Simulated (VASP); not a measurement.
# KCl (Sylvite) (Fm-3m) in VASP: further runs, part 2 of 2

VASP 6.6.1. The steps go on from the part before.

## Step 3: Single point, RPBE, collinear spin, zero start

This run uses another cell than the first one, of 35.59 Å³/atom, 1.142 times its volume.

Input file INCAR:

```
SYSTEM = KCl
PREC     = Accurate       ! precision mode
ENCUT    = 520            ! plane-wave cutoff, eV
EDIFF    = 1E-7           ! SCF threshold, eV
ISMEAR   = 0              ! smearing method
SIGMA    = 0.1            ! smearing width, eV
LREAL    = .FALSE.        ! projectors in reciprocal space
LASPH    = .TRUE.         ! aspherical terms in the spheres
NELM     = 150            ! most SCF steps
ALGO     = Normal         ! electronic algorithm
ISIF     = 2              ! what is computed and relaxed
LWAVE    = .FALSE.        ! write WAVECAR
LCHARG   = .FALSE.        ! write CHGCAR
ISPIN    = 2              ! spin polarisation
MAGMOM   = 0 0            ! initial moments
LORBIT   = 11             ! projections on sites
GGA      = RP             ! functional
NBANDS   = 19             ! bands
```

Input file KPOINTS:

```
Automatic mesh
0
G
  7 7 7
  0 0 0
```

Input file POSCAR:

```
KCl
1.0
    0.0000000000      3.2892780213      3.2892780213
    3.2892780213      0.0000000000      3.2892780213
    3.2892780213      3.2892780213      0.0000000000
K Cl
1 1
Direct
    0.0000000000      0.0000000000      0.0000000000
    0.5000000000      0.5000000000      0.5000000000
```

Potentials or basis: VASP PAW PBE potentials, release 64 (K_sv, Cl).

Command:

```console
$ cat potpaw_PBE.64/K_sv/POTCAR potpaw_PBE.64/Cl/POTCAR > POTCAR
$ mpirun -np 1 vasp_std > vasp.out
```

OUTCAR:

```text
SYSTEM = KCl
   PREC = Accurate
   ENCUT = 520
   EDIFF = 1E-7
   ISMEAR = 0
   LREAL = .FALSE.
   LASPH = .TRUE.
   NELM = 150
   ISIF = 2
   ISPIN = 2
   LORBIT = 11
   GGA = RP

 ion  position               nearest neighbor table
   1  0.000  0.000  0.000-
   2  0.500  0.500  0.500-

  LATTYP: Found a face centered cubic cell.
 ALAT       =     6.5785560426

  Lattice vectors:

 A1 = (   0.0000000000,   3.2892780213,   3.2892780213)
 A2 = (   3.2892780213,   0.0000000000,   3.2892780213)
 A3 = (   3.2892780213,   3.2892780213,   0.0000000000)

Analysis of symmetry for initial positions (statically):
=====================================================================
 Subroutine PRICEL returns:
 Original cell was already a primitive cell.

 Routine SETGRP: Setting up the symmetry group for a
 face centered cubic supercell.

 Subroutine GETGRP returns: Found 48 space group operations
 (whereof 48 operations were pure point group operations)
 out of a pool of 48 trial point group operations.

[... 632 lines left out ...]
      6      -2.1786      1.00000
[... 417 lines left out ...]
      6      -2.6229      1.00000
[... 11 lines left out ...]
     18      12.4313      0.00000
     19      12.7173      0.00000

------------------------ aborting loop because EDIFF is reached ----------------------------------------

  FORCE on cell =-STRESS in cart. coord.  units (eV):
  Direction    XX          YY          ZZ          XY          YZ          ZX
  --------------------------------------------------------------------------------------
  -------------------------------------------------------------------------------------
  Total        0.0063156      0.0063156      0.0063156     -0.0000000      0.0000000     -0.0000000
  in kB        0.1421653      0.1421653      0.1421653     -0.0000000      0.0000000     -0.0000000
  external PRESSURE =       0.1421653 kB  Pullay stress =       0.0000000 kB

 VOLUME and BASIS-vectors are now :
 -----------------------------------------------------------------------------
  energy-cutoff  :      520.00
  volume of cell :       71.18
      direct lattice vectors                 reciprocal lattice vectors
     0.000000000  3.289278021  3.289278021    -0.152009042  0.152009042  0.152009042
     3.289278021  0.000000000  3.289278021     0.152009042 -0.152009042  0.152009042
     3.289278021  3.289278021  0.000000000     0.152009042  0.152009042 -0.152009042

 POSITION                                       TOTAL-FORCE (eV/Angst)
 -----------------------------------------------------------------------------------
      0.00000      0.00000      0.00000        -0.000000      0.000000      0.000000
      3.28928      3.28928      3.28928         0.000000     -0.000000     -0.000000
 -----------------------------------------------------------------------------------
    total drift:                                0.000000      0.000000      0.000000

  FREE ENERGIE OF THE ION-ELECTRON SYSTEM (eV)
  ---------------------------------------------------
  free  energy   TOTEN  =        -6.5155252782 eV

  energy  without entropy=       -6.5155252782  energy(sigma->0) =       -6.51552528

 total charge

# of ion       s       p       d       tot
------------------------------------------
    1        1.956   5.615   0.017   7.588
    2        1.592   3.582   0.000   5.174
--------------------------------------------------
tot          3.548   9.196   0.017  12.761

 magnetization (x)

# of ion       s       p       d       tot
------------------------------------------
    1       -0.000  -0.000   0.000  -0.000
    2       -0.000   0.000   0.000   0.000
--------------------------------------------------
tot         -0.000   0.000   0.000   0.000
```

OSZICAR:

```text
N       E                     dE             d eps       ncg     rms          rms(c)
DAV:   1     0.106256171730E+03    0.10626E+03   -0.67651E+03  1520   0.742E+02
DAV:   2    -0.118900109533E+00   -0.10638E+03   -0.98739E+02  1894   0.202E+02
DAV:   3    -0.661055145661E+01   -0.64917E+01   -0.64524E+01  1975   0.427E+01
DAV:   4    -0.683633383297E+01   -0.22578E+00   -0.22559E+00  2378   0.701E+00
DAV:   5    -0.683795136663E+01   -0.16175E-02   -0.16175E-02  1986   0.669E-01    0.297E+00
DAV:   6    -0.649622802011E+01    0.34172E+00   -0.39889E-01  1924   0.263E+00    0.235E+00
DAV:   7    -0.648703856419E+01    0.91895E-02   -0.12648E-01  2032   0.170E+00    0.147E+00
DAV:   8    -0.651286681815E+01   -0.25828E-01   -0.30100E-02  1655   0.107E+00    0.257E-01
DAV:   9    -0.651401774929E+01   -0.11509E-02   -0.16126E-03  2071   0.219E-01    0.143E-01
DAV:  10    -0.651548448457E+01   -0.14667E-02   -0.20538E-03  1601   0.251E-01    0.485E-02
DAV:  11    -0.651550704993E+01   -0.22565E-04   -0.72466E-05  2199   0.338E-02    0.855E-03
DAV:  12    -0.651551678396E+01   -0.97340E-05   -0.54609E-06  1691   0.141E-02    0.474E-03
DAV:  13    -0.651552471796E+01   -0.79340E-05   -0.13592E-05  1646   0.224E-02    0.264E-03
DAV:  14    -0.651552511996E+01   -0.40200E-06   -0.31986E-07  2041   0.316E-03    0.619E-04
DAV:  15    -0.651552526882E+01   -0.14886E-06   -0.91626E-08  1643   0.189E-03    0.268E-04
DAV:  16    -0.651552527821E+01   -0.93880E-08   -0.24486E-09  1165   0.340E-04
   1 F= -.65155253E+01 E0= -.65155253E+01  d E =-.198547E-14  mag=    -0.0000
```

stdout:

```text
POSCAR found type information on POSCAR K Cl
 POSCAR found :  2 types and       2 ions
 scaLAPACK will be used
 -----------------------------------------------------------------------------
|                                                                             |
|                                                                             |
|     You enforced a specific xc type in the INCAR file but a different       |
|     I HOPE YOU KNOW WHAT YOU ARE DOING!                                     |
|                                                                             |
 -----------------------------------------------------------------------------

 LDA part: xc-table for (Slater+PW92), standard interpolation
 POSCAR, INCAR and KPOINTS ok, starting setup
 FFT: planning ... GRIDC
 FFT: planning ... GRID_SOFT
 FFT: planning ... GRID
 WAVECAR not read
 entering main loop
```

Wall time 87 s (1 thread of AMD EPYC 7R43 (Zen 3), shared host); peak memory 0.21 GiB.

Results:

| Quantity | Value |
| --- | --- |
| Free energy | -6.5155 eV |
| Pressure | 0.0 GPa |
| Band gap on the k mesh | 5.09 eV, direct |
| Net moment | 0.00 μB per cell |
| Valence electrons inside the program's atomic spheres | K 7.59; Cl 5.17 |

Levels at points of the mesh, in eV from the valence-band top:
Spin up:
| k point | band 4 | band 5 | band 6 | band 7 | band 8 | band 9 | band 10 | band 11 | band 12 | band 13 |
| --- | --- | --- | --- | --- | --- | --- | --- | --- | --- | --- |
| (0.00, 0.00, 0.00) | -11.08 | -11.08 | 0.00 | 0.00 | 0.00 | 5.09 | 8.45 | 8.45 | 8.45 | 9.20 |
Spin down:
```
           k point  band 5  band 6  band 7  band 8  band 9  band 10  band 11  band 12
(0.00, 0.00, 0.00)  -11.08    0.00    0.00    0.00    5.09     8.45     8.45     8.45
```

Caveat: the PAW data sets were made with another functional, which shifts forces and pressure a little.

## Step 4: Against experiment

Step 2. Measured gap of KCl: 8.68 eV (a printed reference work, monograph). This calculation gives 5.54 eV (-3.14 eV). The value is that of RPBE on a finite k mesh, which can miss the band edges, without temperature or zero-point motion. Semilocal functionals fall short of measured gaps as a rule.

Step 3. A measured gap of KCl is 8.68 eV (a printed reference work, monograph); the calculated 5.09 eV misses it by -3.59 eV. The value is that of RPBE on a finite k mesh, which can miss the band edges, without temperature or zero-point motion. Semilocal functionals fall short of measured gaps as a rule.
